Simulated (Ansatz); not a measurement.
## Sn: energy along a strain

Sn, I4/mmm, a = 3.509 Å, c = 4.335 Å. This isn't the element's structure at ambient conditions. Ansatz: PBE+D3(BJ), PAW, 420 eV, Γ-centred 24×24×24 mesh on 1 atom, Gaussian smearing 0.15 eV; no spin polarisation. Cell vectors (Å): -1.754 1.755 2.167; 1.754 -1.755 2.167; 1.754 1.755 -2.167. The cell is strained by x per cent times the pattern (0 0 1 0 0 0) in the order xx yy zz yz xz xy (engineering shears), with fractional coordinates held. y is the free energy over the start, V0 = 26.689 Å³/atom.

| x (%) | y (meV/atom) |
| --- | --- |
| -6.00 | ? |
| -4.50 | 7.97 |
| -3.00 | 3.22 |
| -1.50 | 0.71 |
| 0.00 | 0.00 |
| 1.50 | 0.87 |
| 3.00 | 3.43 |
| 4.50 | 7.57 |
| 6.00 | 13.09 |

Q: Fit y = c1 x + c2 x² + c3 x³ to the other rows, get the stiffness along the pattern, and predict the missing energy.

A: Least squares on the rows shown. y = 0.067291 x + 0.38199 x² − 0.0050524 x³. The clamped-ion stiffness p·C·p = 2 × 3.820 eV × 160.2 / 26.689 Å³ = 46 GPa, which is C33 in these axes; c1 is there for the stress left in the start, which by itself gives a slope of 0.05 meV/atom per %. At x = -6.00 the fit asked for gives 14.44 meV/atom. The run gave 15.16 meV/atom, so the fit is 0.72 meV/atom too low, 4.7 % of the span of the series, against an rms of 0.08 meV/atom on the fitted rows. The row lies outside the fitted range. With a term in x⁴ added, a fit to the same known rows predicts 15.11 meV/atom, so most of the miss is curvature that the known rows already hold.